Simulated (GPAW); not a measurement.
Crystal: Ca.

```
CELL_PARAMETERS angstrom
-2.24000 2.24000 2.24000
2.24000 -2.24000 2.24000
2.24000 2.24000 -2.24000
ATOMIC_POSITIONS crystal
Ca 0.00000 0.00000 0.00000
```

This isn't the form of Ca at room conditions, which is fcc.

- Program: GPAW 26.7.0
- Task: relaxation of cell and atoms
- Functional: BLYP
- Potentials or basis: PAW data sets generated in the run's folder for this functional
- Cutoff: 600 eV
- Basis: pw
- k mesh: 8 × 8 × 8
- Occupations: fermi-dirac, width 0.05 eV
- Spin: no spin polarisation

At the start: pressure -0.8 GPa; volume 44.96 Å³/atom.

Task: How do energy, volume and symmetry change on relaxing?

Result: Over 3 steps the energy falls by 6.5 meV/atom and the volume is 42.27 Å³/atom (-6.0 %); space group Im-3m (No. 229, to 0.05 Å).

Step by step:
```csv
step,energy change (eV),largest force (eV/Å),pressure (GPa),volume (Å³)
1,0.0000,0.0000,-0.83,44.96
2,-0.0020,0.0000,-0.70,44.51
3,-0.0065,0.0000,0.03,42.27
```

Final structure:
```
Ca
1.0
    -2.19438    2.19438    2.19438
     2.19438   -2.19438    2.19438
     2.19438    2.19438   -2.19438
Ca
1
Direct
  0.00000 0.00000 0.00000
```

Caveat: later steps reuse the first step's grids.
